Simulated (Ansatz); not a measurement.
**FePt (P4/mmm), clamped-ion strain scan**

Level of theory: Ansatz, DFT PBEsol, scalar-relativistic, plane waves, PAW. Settings: plane waves to 420 eV, k-mesh 18×18×14 (Γ-centred), Gaussian smearing 0.15 eV. Spin–orbit coupling is left out, which matters for the heavy elements here. Collinear spins, started from moments 3.2, 0.5 μB in atom order; the magnetic state may not be the lowest. Energies are free energies at this smearing, counted from the undisturbed cell; pressure is positive in compression.

The starting cell (as given, not relaxed at this level; it stands at -4.5 GPa, and it needn't be the usual structure):

```xyz
2
Lattice="2.7217 0.0000 0.0000 0.0000 2.7217 0.0000 0.0000 0.0000 3.7000" Properties=species:S:1:pos:R:3 pbc="T T T"
Fe    1.3608    1.3608    1.8500
Pt    0.0000    0.0000    0.0000
```

The cell is strained by ε times the Voigt pattern (0, 0, 0, 0, 1, 0) (xx, yy, zz, yz, xz, xy; engineering shear) with fractional coordinates fixed. The cell is metallic on the mesh throughout.

ε, ΔE (meV/atom) and a bar:
```
  -0.0200        2.1 ##############################
  -0.0100        0.5 ########
   0.0000        0.0
   0.0050        0.1 ##
   0.0150        1.2 #################
```